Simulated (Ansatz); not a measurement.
Crystal: Ni.

```
CELL_PARAMETERS angstrom
0.00000 1.73757 1.73757
1.73757 0.00000 1.73757
1.73757 1.73757 0.00000
ATOMIC_POSITIONS crystal
Ni 0.00000 0.00000 0.00000
```

Base run:

- Program: Ansatz 0.2.0
- Functional: LDA
- Potentials or basis: all-electron LAPW, scalar-relativistic
- Cutoff: 320 eV
- Density cutoff: 1280 eV
- Basis error allowed: 0.001 eV/atom
- k mesh: 13 × 13 × 13
- Occupations: fermi-dirac, width 0.05 eV
- Spin: collinear spin, ferromagnetic start
- Starting moments: [1.0] μB

Its results: pressure -10.3 GPa; net moment 0.62 μB per cell; site moments Ni +0.64 μB.

Q: After a change of settings the same cell gave: pressure 13.9 GPa; net moment 0.63 μB per cell; site moments Ni +0.66 μB. Which change was it?
A. functional from LDA to PBE; occupations from fermi-dirac, width 0.05 eV to gaussian, width 0.023 eV
B. functional from LDA to PBEsol; potentials or basis from all-electron LAPW, scalar-relativistic to all-electron LAPW, inner shells corrected to Dirac's equation
C. functional from LDA to RPBE
D. functional from LDA to PBEsol; potentials or basis from all-electron LAPW, scalar-relativistic to all-electron LAPW, non-relativistic

A: C.

RPBE binds less tightly than LDA, so the same cell stands under more pressure.

Not every run made on this cell is shown here.
